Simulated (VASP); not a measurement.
Here is a VASP 6.6.1 calculation.

File INCAR:

```
SYSTEM = KI
  ALGO = Normal
  EDIFF = 1E-6
  ENCUT = 450
  GGA = PE
  ISIF = 2
  ISMEAR = 0
  LASPH = .True.
  LCHARG = .True.
  LELF = .True.
  LREAL = .False.
  LVHAR = .True.
  LWAVE = .False.
  NBANDS = 15
  NELM = 60
  PREC = Accurate
  SIGMA = 0.02
```

Contents of KPOINTS:

```
k-points
0
Gamma
  4 4 4
  0 0 0
```

The input POSCAR:

```
KI
1.0
    0.0000000000      3.5327750000      3.5327750000
    3.5327750000      0.0000000000      3.5327750000
    3.5327750000      3.5327750000      0.0000000000
I K
1 1
Direct
    0.5000000000      0.5000000000      0.5000000000
    0.0000000000      0.0000000000      0.0000000000
```

Potentials or basis: VASP PAW PBE potentials, release 64 (I_GW, K_sv_GW).

Launch:

```console
$ cat potpaw_PBE.64/I_GW/POTCAR potpaw_PBE.64/K_sv_GW/POTCAR > POTCAR
$ mpirun -np 1 vasp_std > vasp.out
```

Task: What does it give for the band gap on the k mesh?

Result: 3.96 eV, direct.

Task: What does it give for the pressure?

Result: 0.5 GPa.

Caveat: spin-orbit coupling is left out, which moves the levels of the heavy elements.

**Measured values to compare with.**

A printed reference work, monograph reports, for a bulk crystal of KI: band gap 6.32 eV.

A measured gap of KI is 6.32 eV (a printed reference work, monograph); the calculated 3.96 eV misses it by -2.36 eV. Spin-orbit coupling on I is left out. The value is that of PBE, without temperature or zero-point motion. Semilocal functionals fall short of measured gaps as a rule.
